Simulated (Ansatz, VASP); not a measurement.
## Two plane-wave programs on AlN

INCAR

```
PREC = Accurate
ENCUT = 520
EDIFF = 1E-6
ISMEAR = 0
SIGMA = 0.05
LREAL = F
LASPH = T
NELM = 60
ALGO = Normal
ISIF = 2
LWAVE = F
LCHARG = T
GGA = CA
LELF = T
LVHAR = T
NBANDS = 16
```

KPOINTS

```
regular mesh
0
Gamma
  8 8 6
```

Contents of POSCAR:

```
AlN
1.0
    0.0000000000     -2.0221659415     -2.0221659415
    0.0000000000      2.0221659415     -2.0221659415
    4.0443318830      0.0000000000      0.0000000000
Al N
2 2
Direct
    0.5055845862      0.4944154138      0.0000000000
   -0.0055845862      0.0055845862      0.5000000000
    0.4977127899      0.5022872101      0.5000000000
    0.0022872101      0.9977127899      0.0000000000
```

Input for Ansatz:

```yaml
crystal:
  lattice:
    - [0.0, -2.0221659415, -2.0221659415]
    - [0.0, 2.0221659415, -2.0221659415]
    - [4.044331883, 0.0, 0.0]
  atoms:
    - { symbol: Al, position: [0.5055845862, 0.4944154138, 0.0] }
    - { symbol: Al, position: [-0.0055845862, 0.0055845862, 0.5] }
    - { symbol: "N", position: [0.4977127899, 0.5022872101, 0.5] }
    - { symbol: "N", position: [0.0022872101, 0.9977127899, 0.0] }
basis:
  ecutwfc: 520.0
kpoints:
  mp_grid: { grid: [8, 8, 6] }
hamiltonian:
  xc: lda
scf:
  occupations: { method: gaussian, width: 0.05 }
output:
  forces: true
  stress: true
  eigenvalues: true
```

Change from the starting cell: mode 4 frozen in at -0.022 Å, equal normal strain along x, y and z +0.0083.

Alike in both runs: task single point; functional LDA; k mesh 8 × 8 × 6; occupations gaussian, width 0.05 eV; no spin polarisation.

```csv
,VASP,Ansatz
version,VASP 6.6.1,Ansatz 0.2.0
potentials or method,"VASP PAW LDA potentials, release 64 (Al, N)","scalar-relativistic, plane waves, PAW"
plane-wave cutoff (eV),520,520
valence electrons in the cell,16,16
```

```tsv
	VASP	Ansatz	Ansatz less VASP
gap on the k mesh at the Fermi level (eV)	4.45	4.46	+0.012
least direct gap on the mesh (eV)	4.45	4.47	+0.012
pressure (GPa)	-6.0	-6.5	-0.53
largest component of the traceless stress (GPa)	0.07	0.07	-0.001
rms of the force components (eV/Å)	0.099	0.098	-0.0009
```

Atom by atom the forces differ by 0.002 eV/Å (rms over components).

A k mesh can miss the band edges.
